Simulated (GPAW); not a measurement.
Fe:

```
Fe
1.0
    -1.44300    1.44300    1.44300
     1.44300   -1.44300    1.44300
     1.44300    1.44300   -1.44300
Fe
1
Direct
  0.00000 0.00000 0.00000
```

```yaml
Program: GPAW 26.7.0
Task: relaxation of cell and atoms
Functional: PBEsol
Dispersion: D3
Potentials_or_basis: PAW data sets generated in the run's folder for this functional
Cutoff: 600 eV
Basis: pw
k_mesh: 13 × 13 × 13
Occupations: fermi-dirac, width 0.05 eV
Spin: collinear spin, ferromagnetic start
Starting_moments: "[3.0] μB"
```

At the start: pressure -20.1 GPa; volume 12.02 Å³/atom.

Q: Where does the relaxation end?

A: Over 4 steps the energy falls by 94.7 meV/atom and the volume is 10.71 Å³/atom (-10.9 %); space group Im-3m (No. 229, to 0.05 Å); moment 2.04 μB per cell.

Step by step:
| step | energy change (eV) | largest force (eV/Å) | pressure (GPa) | volume (Å³) |
| --- | --- | --- | --- | --- |
| 1 | 0.0000 | 0.0000 | -20.06 | 12.02 |
| 2 | -0.0750 | 0.0000 | -10.92 | 11.27 |
| 3 | -0.0928 | 0.0000 | 3.90 | 10.54 |
| 4 | -0.0947 | 0.0000 | -0.29 | 10.71 |

Final structure:
```
CELL_PARAMETERS angstrom
-1.38877 1.38877 1.38877
1.38877 -1.38877 1.38877
1.38877 1.38877 -1.38877
ATOMIC_POSITIONS crystal
Fe 0.00000 0.00000 0.00000
```

Caveat: each step starts from the last one's moments, so a moment once lost doesn't come back; later steps reuse the first step's grids; pairwise dispersion overbinds metals, which lowers pressure and volume.
